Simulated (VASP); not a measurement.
Runs of VASP 6.6.1 on W. The structure is cubic, space group Im-3m (No. 229). Conventional cell: a = 3.165 Å, b = 3.165 Å, c = 3.165 Å, α = 90.00°, β = 90.00°, γ = 90.00°. Around W (site symmetry m-3m) lie 8 W at 2.74 Å. 

```csv
task,level,cell,cutoff (eV),gap on the mesh (eV),pressure (GPa),relaxed volume (Å³/atom)
relaxation of cell and atoms,optB88-vdW,relaxed,600,none,0.0,(b)
relaxation of cell and atoms,BLYP,relaxed,600,none,0.0,(a)
relaxation of cell and atoms,AM05,relaxed,600,none,0.0,15.65
relaxation of cell and atoms,PW91,relaxed,600,none,0.0,16.25
band structure,AM05,as given,520,-,-4.0,-
```

Alike in all rows: potentials or basis VASP PAW PBE potentials, release 64 (W_sv); no spin polarisation; k mesh 12 × 12 × 12; smearing fermi-dirac 0.05 eV.

**Question.** Estimate the missing entries.

**Answer.** (a) 16.77; (b) 16.15.

Caveats: the PAW data sets were made with another functional, which shifts forces and pressure a little; spin-orbit coupling is left out, which moves the levels of the heavy elements (some runs).

A k mesh can miss the band edges, and the runs leave out spin-orbit coupling on W.

A gap of «none» marks a metal or a gap under the smearing width.

Runs at the PBE level aren't shown here.
